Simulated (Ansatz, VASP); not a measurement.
# Cross-check of AsP between VASP and Ansatz

Aim: how closely do two programs agree when they are given the same cell, functional and k mesh? The cell is taken from a series of runs on this material, whose earlier steps may have relaxed, scaled, displaced or heated it; both programs get it as it stands.

Calculated with Ansatz 0.2.0; plane waves, with VASP 6.6.1 beside it; single point at HSE06.

**1. Set-up**

The cell holds 4 atoms: 2 P and 2 As. Its edges and angles: a = 4.368 Å, b = 3.507 Å, c = 28.000 Å, α = 90.0°, β = 90.0°, γ = 90.0°. Vacuum lies along c.

**2. Ansatz: single point, HSE06**

Ansatz runs on its PAW soft_1 files.

A single point gives forces, pressure and levels at one fixed geometry, so differences don't come from the geometry; what else differs is listed under the comparison.

Input file input.yaml:

```yaml
crystal:
  lattice:
    - [4.3684249849, 0.0, 0.0]
    - [0.0, 3.5070573248, 0.0]
    - [0.0, 0.0, 28.0]
  atoms:
    - { symbol: P, position: [0.0561186001, 0.0, 0.5382768935] }
    - { symbol: As, position: [0.4195760041, 0.5, 0.5427027093] }
    - { symbol: As, position: [0.5804239959, 0.5, 0.4572972907] }
    - { symbol: P, position: [0.9438813999, 0.0, 0.4617231065] }
  periodic: [true, true, false]
kpoints:
  mp_grid: { grid: [4, 4, 1] }
  band_path:
    path:
      - [0.0, 0.0, 0.0]
      - [0.5, 0.0, 0.0]
      - [0.5, 0.5, 0.0]
      - [0.0, 0.5, 0.0]
      - [0.35, 0.0, 0.0]
    npoints: 1
hamiltonian:
  xc: hse06
  pseudopotentials: { kind: paw, azcp: { folder: soft_1 } }
scf:
  occupations: { method: fixed }
  n_extra_bands: 5
  convergence: { dr2_threshold: 1.0e-10 }
output:
  eigenvalues: true
  write_density: true
  write_potential: true
  elf: true
  volumetric_format: npy
```

The run is started by

```
ansatz run input.yaml --threads 4 --pin off --max-ram 17510MiB --backend cpu --events-out ev --progress --plain --runs-dir out
```

Numbers of over 12 decimals in the logs are rounded to 6 here.

What it wrote:

```text
scf.n_extra_bands = 5 over 20 filled bands (N_el = 40.0): the run solves 25 bands
Engine: ansatz 0.2.0, aarch64-unknown-linux-gnu
Pseudopotentials: kind: paw
Pseudopotential: P, paw, valence charge 5, recommended cutoff 420 eV (normal), soft_1/P.paw.azcp
Pseudopotential: As, paw, valence charge 15, recommended cutoff 420 eV (normal), soft_1/As.paw.azcp
Functional definition: HSE06
  parameter a = 0.25
  parameter omega = 0.11/bohr
  exchange = pbe_x - a*pbe_x_sr(omega) + a*exact_x_sr(omega)
  correlation = pbe_c
davidson cushion auto → on  (no smearing: the cushion is to keep the highest requested band from converging to the state above it; pin scf.eigensolver.cushion to override)
Crystal: 4 atoms, lattice volume = 428.969 Å³
Basis set: ecut = 420 eV, 8397 PW (Γ)
Bands: 25, of which v1, the nominal top of the filled ones, is band 20 counted from 1 (19 counted from 0)
Symmetry: 4 space group operations
Space group: P2/m (ITA 10), of the structure as read, at distance tolerance 7.5e-5 Å
k-points: 9 of 16
Non-local potential: P, projectors of the file, l = 0: 2, l = 1: 2, l = 2: 1
Non-local potential: As, projectors of the file, l = 0: 2, l = 1: 2, l = 2: 3, l = 3: 1
PAW form: soft (Blöchl's): semilocal exchange-correlation on the pseudo side does not see the compensation charge
PAW frozen core: P, regenerated for the run's functional, and the local potential with it (the file was generated under x = pbe(κ = 0.804, μ = 0.219515), c = pbe(β = 0.066725))
PAW frozen core: As, regenerated for the run's functional, and the local potential with it (the file was generated under x = pbe(κ = 0.804, μ = 0.219515), c = pbe(β = 0.066725))
PAW one-centre angular grid: P, 110 points (default); XC on 64 Gauss nodes
PAW one-centre angular grid: As, 590 points (default); XC on 64 Gauss nodes
Initial density: superposition of atomic densities (neutral atoms: chi_scale 0, normalization atom)
Initial wavefunctions: pseudopotential atomic-orbital guess
Functional: x = pbe(κ = 0.804, μ = 0.219515), c = pbe(β = 0.066725), warm-up for x = pbe(κ = 0.804, μ = 0.219515) + 0.25 (exact − pbe) at short range (hse, ω = 0.207870 Å⁻¹), c = pbe(β = 0.066725); HSE06 as pw.x's `hse` composes it (authors' and Libxc's form: `xc: wpbeh`)
iter 1 solved again at ethr=2.16e-3 eV; its pass at ethr=1.00e-1 eV (dr2=8.65e-1 eV) is discarded
SCF iter   1: F=—  HF=-11223.560533 eV  |F-HF|=—  |Δ(HF+E_count)|=         —  Δρ=1.50e-2  dr2=9.04e-1  ethr=2.16e-3  ⟨swp⟩=5.2  Hψ=1402  notcnv=0
preconditioner: auto → none  [insulator: Δε(μ)=0.916 eV  Ē_g=9.063 eV  n_scr=44 (ndim 8)  ℏωp=8.0 eV  f_vac=0.755]
SCF iter   2: F=—  HF=-11223.406951 eV  |F-HF|=—  |Δ(HF+E_count)|=   1.54e-1  Δρ=7.37e-3  dr2=2.02e-1  ethr=2.16e-3  ⟨swp⟩=3.7  Hψ=575  notcnv=0  defer=2
SCF iter   3: F=—  HF=-11223.381915 eV  |F-HF|=—  |Δ(HF+E_count)|=   2.50e-2  Δρ=3.16e-3  dr2=5.01e-2  ethr=5.05e-4  ⟨swp⟩=3.6  Hψ=585  notcnv=0  defer=2
iter 4 solved again at ethr=1.09e-6 eV; its pass at ethr=1.25e-4 eV (dr2=4.34e-4 eV) is discarded
SCF iter   4: F=—  HF=-11223.372180 eV  |F-HF|=—  |Δ(HF+E_count)|=   9.73e-3  Δρ=5.14e-4  dr2=5.50e-4  ethr=1.09e-6  ⟨swp⟩=5.2  Hψ=1507  notcnv=0  defer=4
eigensolver tolerance schedule calibrated: the retry pair's looser diagonalisation under-reported the residual by θ = 0.21 (0.10/decade); ethr = c·dr2/N_el runs at the constant in force after the calibration composes with the one it found (an armed cap, an earlier calibration), c = 9.6e-2
SCF iter   5: F=—  HF=-11223.372135 eV  |F-HF|=—  |Δ(HF+E_count)|=   4.50e-5  Δρ=1.45e-4  dr2=7.84e-5  ethr=1.09e-6  ⟨swp⟩=3.4  Hψ=597  notcnv=0  defer=1
SCF iter   6: F=-11223.372116 eV  HF=-11223.372137 eV  |F-HF|=2.10e-5  |Δ(HF+E_count)|=   1.32e-6  Δρ=4.34e-5  dr2=2.39e-5  ethr=1.88e-7  ⟨swp⟩=4.1  Hψ=676  notcnv=0  defer=1
SCF 1 stopped early in 6 iterations: F = -11223.372116 eV  dr2 = 2.39e-5
  greatest PAW one-centre occupation: 0.999 electrons in one spin orbital (limit 2), on the As atom at site 2 (counted from 0), in its partial waves of l = 2
Initial density: handed on by an earlier stage of this run
Initial wavefunctions: those handed on with the density
Functional: x = pbe(κ = 0.804, μ = 0.219515) + 0.25 (exact − pbe) at short range (hse, ω = 0.207870 Å⁻¹), c = pbe(β = 0.066725); HSE06 as pw.x's `hse` composes it (authors' and Libxc's form: `xc: wpbeh`)
Exchange kernel: α = 0.2500, screened, ω = 0.2079 Å⁻¹, Wigner–Seitz truncation, v(0) = 1034.9371 eV·Å³, q-mesh 4×4×1, nearest image of the exchange supercell L = 14.03 Å, pair-density grid 20×15×120, without the augmentation charges, whose exchange is taken in its separable form by FFT convolution over the k-point mesh (sized by the pseudopotential files, 30×24×192 at the most), smooth part of the exact exchange by density-matrix convolution
Frozen-core exchange: fock
SCF iter   1: F=—  HF=-11226.493692 eV  |F-HF|=—  |Δ(HF+E_count)|=         —  Δρ=2.34e-3  dr2=1.53e-2  ethr=5.99e-7  ⟨swp⟩=13.4  Hψ=1462  notcnv=0
preconditioner: auto → none  [insulator: Δε(μ)=1.281 eV  Ē_g=10.285 eV  n_scr=44 (ndim 8)  ℏωp=8.0 eV  f_vac=0.767]
SCF iter   2: F=—  HF=-11226.477625 eV  |F-HF|=—  |Δ(HF+E_count)|=   1.61e-2  Δρ=7.83e-4  dr2=2.78e-3  ethr=5.99e-7  ⟨swp⟩=5.4  Hψ=999  notcnv=0  defer=1
[...]
SCF 2 stopped early in 7 iterations: F = -11226.490155 eV  dr2 = 1.63e-6
hybrid outer 1: dexx = +1.550e-2 eV, tail = 1.09e-4 eV
Exchange kernel: α = 0.2500, screened, ω = 0.2079 Å⁻¹, Wigner–Seitz truncation, v(0) = 1034.9371 eV·Å³, q-mesh 4×4×1, nearest image of the exchange supercell L = 14.03 Å, pair-density grid 20×15×120, without the augmentation charges, whose exchange is taken in its separable form by FFT convolution over the k-point mesh (sized by the pseudopotential files, 30×24×192 at the most), smooth part of the exact exchange by density-matrix convolution
Frozen-core exchange: fock
SCF iter   1: F=—  HF=-11226.490673 eV  |F-HF|=—  |Δ(HF+E_count)|=         —  Δρ=2.53e-5  dr2=1.50e-6  ethr=1.36e-6  ⟨swp⟩=4.0  Hψ=516  notcnv=0
preconditioner: auto → none  [insulator: Δε(μ)=1.328 eV  Ē_g=10.304 eV  n_scr=44 (ndim 8)  ℏωp=8.0 eV  f_vac=0.767]
SCF iter   2: F=—  HF=-11226.490675 eV  |F-HF|=—  |Δ(HF+E_count)|=   2.54e-6  Δρ=1.04e-5  dr2=3.80e-7  ethr=3.32e-9  ⟨swp⟩=5.3  Hψ=950  notcnv=0  defer=2
iter 3 solved again at ethr=4.64e-11 eV; its pass at ethr=5.10e-10 eV (dr2=1.86e-8 eV) is discarded
SCF iter   3: F=—  HF=-11226.490675 eV  |F-HF|=—  |Δ(HF+E_count)|=   8.25e-8  Δρ=2.09e-6  dr2=2.08e-7  ethr=4.64e-11  ⟨swp⟩=2.9  Hψ=1202  notcnv=0  defer=1
SCF iter   4: F=—  HF=-11226.490676 eV  |F-HF|=—  |Δ(HF+E_count)|=   1.23e-6  Δρ=2.85e-6  dr2=3.01e-8  ethr=4.64e-11  ⟨swp⟩=6.7  Hψ=1005  notcnv=0  defer=6
SCF iter   5: F=—  HF=-11226.490676 eV  |F-HF|=—  |Δ(HF+E_count)|=   1.32e-8  Δρ=4.78e-7  dr2=6.66e-9  ethr=4.64e-11  ⟨swp⟩=3.7  Hψ=636  notcnv=0  defer=5
SCF iter   6: F=—  HF=-11226.490676 eV  |F-HF|=—  |Δ(HF+E_count)|=   4.25e-8  Δρ=7.10e-7  dr2=2.29e-9  ethr=1.13e-12  ⟨swp⟩=7.2  Hψ=1036  notcnv=0  defer=9
SCF iter   7: F=—  HF=-11226.490676 eV  |F-HF|=—  |Δ(HF+E_count)|=  6.98e-10  Δρ=1.51e-7  dr2=3.63e-10  ethr=1.13e-12  ⟨swp⟩=4.6  Hψ=757  notcnv=0  defer=5
SCF iter   8: F=—  HF=-11226.490676 eV  |F-HF|=—  |Δ(HF+E_count)|=   1.88e-9  Δρ=1.85e-7  dr2=1.29e-10  ethr=1.00e-12  ⟨swp⟩=9.0  Hψ=759  notcnv=0
SCF iter   9: F=-11226.490676 eV  HF=-11226.490676 eV  |F-HF|=7.28e-11  |Δ(HF+E_count)|=  8.00e-11  Δρ=3.53e-8  dr2=1.73e-11  ethr=1.00e-12  ⟨swp⟩=2.0  Hψ=495  notcnv=0
SCF 3 converged in 9 iterations: F = -11226.490676 eV  dr2 = 1.73e-11
hybrid outer 2: dexx = +1.764e-6 eV, tail = 4.52e-8 eV, Δε = 2.98e-3 eV (about 1.09e-4 eV left of the loop's levels)
NSCF: frozen V_eff on 5 k-points
WARN: The output density's exchange-correlation potential varies sharply where the density is thin. Do not read a vacuum level from v_tot or v_xc, or from such a field of the output density. On a cell that repeats whose density bears no net charge and no dipole along the vacuum's axis use v_es (v_loc + v_h of the components); under efield.dipole_correction with no amplitude use v_es + v_field, which holds any externa [...]
hybrid SCF converged: 2 outer / 16 inner (+6 warm-up), last move |dexx| = 1.76e-6 eV, tail = 4.52e-8 eV
Stability not checked: this state was not tested for a lower state beside it, because the functional holds exact exchange (a hybrid, or Hartree-Fock), whose exchange loop this test does not read (fock_operator; see scf.lower_state_search)
Free energy (F): -11226.490677 eV
Frozen-core exchange: fock
Harris-Foulkes:  -11226.490677 eV  (|F-HF|=7.28e-11)
Internal energy: -11226.490677 eV  (E = F + TS)
E sigma→0 (E₀):  -11226.490677 eV
Fermi energy:    -5.062017 eV
--- Per-component energies (eV) ---
  E_band       = -1118.490520
  E_kinetic    = 327.807653
  E_local      = -57030.236482  (includes V_loc(G=0)·N_el)
  E_nonlocal   = -724.902134
  E_hartree    = 28455.673751
  E_xc         = -231.074923
  E_vxc        = -216.293209  (∫ρ·V_xc dr)
  E_exx        = -138.053208  (= α·E_x^exact, valence–valence)
  E_paw        = -5058.535039  (= ΣΔE_a)
  E_vpaw       = -110.107934  (= ΣTr[D̂ρ^β])
  E_aug_tail   = -0.000013  (compensation charges beyond the density's cutoff)
  E_ewald      = 23174.501495
  E_core_change = -1.671777  (= ΣΔE_core)
  E_smearing   = -0.000000  (= −TS)
  E_closure    = -0.000000  (closes the sum)
  Σ components = -11226.490677   (vs F -11226.490677, Δ=-5.46e-12)
--- Band table (eV; the first three rows and the last of 9) ---
  k-point 0: bands = [... 16 lower, -8.6567, -7.0564, -6.6258, -5.0620, -3.7334, -2.5799, -1.5230, -0.6675, ... 1 higher]
  k-point 1: bands = [... 16 lower, -9.1678, -7.5441, -6.7701, -5.7132, -3.0312, -3.0052, -1.3815, -0.5808, ... 1 higher]
  k-point 2: bands = [... 16 lower, -7.9791, -7.4669, -7.4367, -6.7692, -3.0424, -2.9130, -2.7768, -2.6212, ... 1 higher]
  k-point 8: bands = [... 16 lower, -10.1324, -9.6848, -6.9097, -6.6090, -1.9326, -1.4401, 0.5595, 0.6909, ... 1 higher]
  the weakly bound empty levels are not read free of the cell's end (exact_exchange)
```

In the SCF lines HF is the Harris–Foulkes energy and dr2 the Hartree energy of the density residual, in eV; the loop may stop once dr2 is under the threshold and the program's other checks hold. Hψ counts applications of the Hamiltonian.

**3. VASP: single point, HSE06**

The same cell, functional and mesh now go to VASP, with its own data sets.

Lines of VASP's logs that name or quote its potential files are left out, and so is its time.

The run reads the wave functions of an earlier VASP run, which isn't shown here.

Input file INCAR:

```
SYSTEM = AsP
PREC = Accurate
ENCUT = 400
EDIFF = 1E-06
NELM = 100
ISMEAR = 0
SIGMA = 0.01
LREAL = .FALSE.
ALGO = Normal
LHFCALC = .TRUE.
AEXX = 0.25
GGA = PE
HFSCREEN = 0.208
LASPH = .TRUE.
NBANDS = 16
PRECFOCK = Fast
LORBIT = 11
LWAVE = .FALSE.
LCHARG = .FALSE.
KPAR = 2
NCORE = 4
ISIF = 2
LDIPOL = .TRUE.
IDIPOL = 3
DIPOL = 0.5 0.5 0.5
LVHAR = .TRUE.
```

Input file POSCAR:

```
AsP
1.0
    4.3684249849      0.0000000000      0.0000000000
    0.0000000000      3.5070573248      0.0000000000
    0.0000000000      0.0000000000     28.0000000000
P As
2 2
Direct
    0.0561186001      0.0000000000      0.5382768935
    0.9438813999      0.0000000000      0.4617231065
    0.4195760041      0.5000000000      0.5427027093
    0.5804239959      0.5000000000      0.4572972907
```

Input file KPOINTS:

```
Automatic mesh
0
Gamma
4 4 1
0 0 0
```

Potentials, in the order of the species: P and As (PBE family, release 64).

The run is started by

```
mpirun -np 8 vasp_std
```

What it wrote:

```text
[banner, memory and clock lines left out]
running    8 mpi-ranks, on    1 nodes
 distrk:  each k-point on    4 cores,    2 groups
 distr:  one band on    4 cores,    1 groups

 POSCAR found type information on POSCAR P As
 POSCAR found :  2 types and       4 ions
 LDA part: xc-table for (Slater+PW92), standard interpolation
 found WAVECAR, reading the header
 POSCAR, INCAR and KPOINTS ok, starting setup
 FFT: planning ... GRIDC
 FFT: planning ... GRID_SOFT
 FFT: planning ... GRID
 reading WAVECAR
 the WAVECAR file was read successfully
 initial charge from wavefunction
 entering main loop
       N       E                     dE             d eps       ncg     rms          rms(c)
DAV:   1    -0.238338111002E+02   -0.23834E+02   -0.95356E-01   344   0.641E+00    0.295E+00
DAV:   2    -0.238421709504E+02   -0.83599E-02   -0.38100E-02   360   0.105E+00    0.196E+00
DAV:   3    -0.238398196524E+02    0.23513E-02   -0.29271E-03   400   0.315E-01    0.115E+00
DAV:   4    -0.238389962759E+02    0.82338E-03   -0.83891E-04   384   0.164E-01    0.647E-01
DAV:   5    -0.238387634581E+02    0.23282E-03   -0.23295E-04   400   0.838E-02    0.359E-01
DAV:   6    -0.238386984741E+02    0.64984E-04   -0.52896E-05   352   0.407E-02    0.200E-01
DAV:   7    -0.238386826207E+02    0.15853E-04   -0.14159E-05   400   0.215E-02    0.112E-01
DAV:   8    -0.238386811084E+02    0.15124E-05   -0.44026E-06   368   0.123E-02    0.620E-02
DAV:   9    -0.238386832421E+02   -0.21337E-05   -0.13568E-06   312   0.708E-03    0.349E-02
DAV:  10    -0.238386859711E+02   -0.27290E-05   -0.60730E-07   288   0.495E-03    0.195E-02
DAV:  11    -0.238386882978E+02   -0.23267E-05   -0.25640E-07   296   0.325E-03    0.109E-02
DAV:  12    -0.238386901442E+02   -0.18463E-05   -0.15917E-07   280   0.254E-03    0.588E-03
DAV:  13    -0.238386916514E+02   -0.15073E-05   -0.86719E-08   296   0.184E-03    0.314E-03
DAV:  14    -0.238386928480E+02   -0.11966E-05   -0.54589E-08   272   0.141E-03    0.159E-03
DAV:  15    -0.238386937630E+02   -0.91498E-06   -0.31572E-08   296   0.102E-03
   1 F= -.23838694E+02 E0= -.23838694E+02  d E =-.437366E-44
```

Parts of OUTCAR (step 3):

```text
ion  position               nearest neighbor table
   1  0.056  0.000  0.538-   2 2.20   3 2.37   3 2.37
   2  0.944  0.000  0.462-   1 2.20   4 2.37   4 2.37
   3  0.420  0.500  0.543-   1 2.37   1 2.37   4 2.49
   4  0.580  0.500  0.457-   2 2.37   2 2.37   3 2.49

  LATTYP: Found a simple orthorhombic cell.
 ALAT       =     3.5070573248
 B/A-ratio  =     1.2456098034
 C/A-ratio  =     7.9839014327

 Subroutine GETGRP returns: Found  4 space group operations
 (whereof  4 operations were pure point group operations)

The static configuration has the point symmetry C_2h.

 Found      9 irreducible k-points:

   k-points           NKPTS =      9   k-points in BZ     NKDIM =     16   number of bands    NBANDS=     16

   dimension x,y,z NGX =    28 NGY =   24 NGZ =  192
   dimension x,y,z NGXF=    56 NGYF=   48 NGZF=  384

   ENCUT  =  400.0 eV  29.40 Ry    5.42 a.u.   7.12  5.72 45.66*2*pi/ulx,y,z

   NELECT =      20.0000    total number of electrons

 k-points in reciprocal lattice and weights: Automatic mesh
   0.00000000  0.00000000  0.00000000       0.062
   0.25000000  0.00000000  0.00000000       0.125
   0.50000000  0.00000000  0.00000000       0.062
   0.00000000  0.25000000  0.00000000       0.125
   0.25000000  0.25000000  0.00000000       0.250
   0.50000000  0.25000000  0.00000000       0.125
   0.00000000  0.50000000  0.00000000       0.062
   0.25000000  0.50000000  0.00000000       0.125
   0.50000000  0.50000000  0.00000000       0.062

  exchange ACFDT corr.  =         0.00000000  see jH, gK, PRB 81, 115126

 dipolmoment           0.000000      0.000000     -0.000000 electrons x Angstroem

 average (electrostatic) potential at core
       1 -88.1989       2 -88.1989       3 -54.0049       4 -54.0049

 E-fermi :  -3.0623

 k-point     1 :       0.0000    0.0000    0.0000
  band No.  band energies     occupation
    ...
      6      -7.9220      2.00000
      7      -6.7507      2.00000
      8      -5.1459      2.00000
      9      -4.7255      2.00000
     10      -3.1594      2.00000
     11      -1.8231      0.00000
     12      -0.6732      0.00000
     13       0.3764      0.00000
     14       1.2333      0.00000
     15       1.5987      0.00000
    ...

 k-point     2 :       0.2500    0.0000    0.0000
  band No.  band energies     occupation
    ...
      6      -6.4021      2.00000
      7      -6.3115      2.00000
      8      -4.8159      2.00000
      9      -4.5897      2.00000
     10      -3.4363      2.00000
     11      -0.9828      0.00000
     12      -0.6122      0.00000
     13       0.0023      0.00000
     14       0.4851      0.00000
     15       2.0527      0.00000
    ...

 k-point     3 :       0.5000    0.0000    0.0000
  band No.  band energies     occupation
    ...
      6      -6.1907      2.00000
      7      -5.7493      2.00000
      8      -5.2484      2.00000
      9      -3.9262      2.00000
     10      -3.4442      2.00000
     11      -0.8558      0.00000
     12      -0.3883      0.00000
     13       0.4739      0.00000
     14       0.6847      0.00000
     15       0.7864      0.00000
    ...

  Total       -0.0694865      0.6452456     -0.8506216      0.0000000      0.0000000     -0.1205144
  in kB       -0.2595285      2.4099600     -3.1770291      0.0000000      0.0000000     -0.4501153
  external PRESSURE =      -0.3421992 kB  Pullay stress =       0.0000000 kB

  energy-cutoff  :      400.00
  volume of cell :      428.97
      direct lattice vectors                 reciprocal lattice vectors
     4.368424985  0.000000000  0.000000000     0.228915457  0.000000000  0.000000000
     0.000000000  3.507057325  0.000000000     0.000000000  0.285139337  0.000000000
     0.000000000  0.000000000 28.000000000     0.000000000  0.000000000  0.035714286

 POSITION                                       TOTAL-FORCE (eV/Angst)
 -----------------------------------------------------------------------------------
      0.24515      0.00000     15.07175         0.183642      0.000000     -0.179840
      4.12328      0.00000     12.92825        -0.183642      0.000000      0.179840
      1.83289      1.75353     15.19568        -0.214520      0.000000     -0.186664
      2.53554      1.75353     12.80432         0.214520      0.000000      0.186664
 -----------------------------------------------------------------------------------
    total drift:                               -0.000000     -0.000000     -0.000000

  FREE ENERGIE OF THE ION-ELECTRON SYSTEM (eV)
  ---------------------------------------------------
  free  energy   TOTEN  =       -23.8386937630 eV

  energy  without entropy=      -23.8386937630  energy(sigma->0) =      -23.83869376

 vacuum level on the upper side and lower side of the slab         1.904         1.904

 total charge
# of ion       s       p       d       tot
------------------------------------------
    1        1.085   1.376   0.000   2.461
    2        1.085   1.376   0.000   2.461
    3        1.307   1.408   0.058   2.774
    4        1.307   1.408   0.058   2.774
--------------------------------------------------
tot          4.785   5.569   0.116  10.469

[... 3 further parts left out ...]
```

**4. Comparison**

Known differences besides the potentials themselves: exact exchange at q = 0 is treated differently, which shows on coarse meshes; VASP keeps PBE cores, Ansatz makes them for the functional; fixed occupations in Ansatz, narrow Gaussian smearing in VASP; Ansatz cuts the interaction across the vacuum, VASP repeats the sheet with a dipole correction; the data sets hold 40 valence electrons in Ansatz (on its PAW soft_1 files) and 20 in VASP; the cutoff is 420 eV in Ansatz and 400 eV in VASP; VASP takes a coarser grid for exact exchange (PRECFOCK = Fast). Total energies have different zeros and are not compared.

Both answers:

| quantity | Ansatz | VASP | difference |
| --- | --- | --- | --- |
| gap on the k mesh (eV) | 1.329 | 1.336 | -0.008 |

A gap on the mesh is an upper bound, since the band edges may lie between its points. With vacuum in the cell, a pressure given here is an average over mostly empty space and none of the material.

**5. What came out**

| Item | Value |
| --- | --- |
| difference in gap on the k mesh (single point, HSE06) | -0.0077 eV |

The difference in gap on the k mesh is -0.0077 eV (single point, HSE06), within the 0.08 eV picked in this series as the mark of a large difference. The data sets hold unlike numbers of valence electrons (40 in Ansatz and 20 in VASP), so part of the differences comes from the potentials. How closely two codes agree says nothing of how well the functional describes the real material.

[Lines on the potential files, build, host, timing and source positions are cut from VASP's logs without a mark.]

[Logs are printed without paths, hosts, clocks, repeated set-up lines and the standing remarks that a program may print on its own settings, such as how far it seeks lower states.]

[Hosts, paths, dates, database ids (printed as entryN), source tags and the programs' standing remarks are cut or masked in the printed files.]
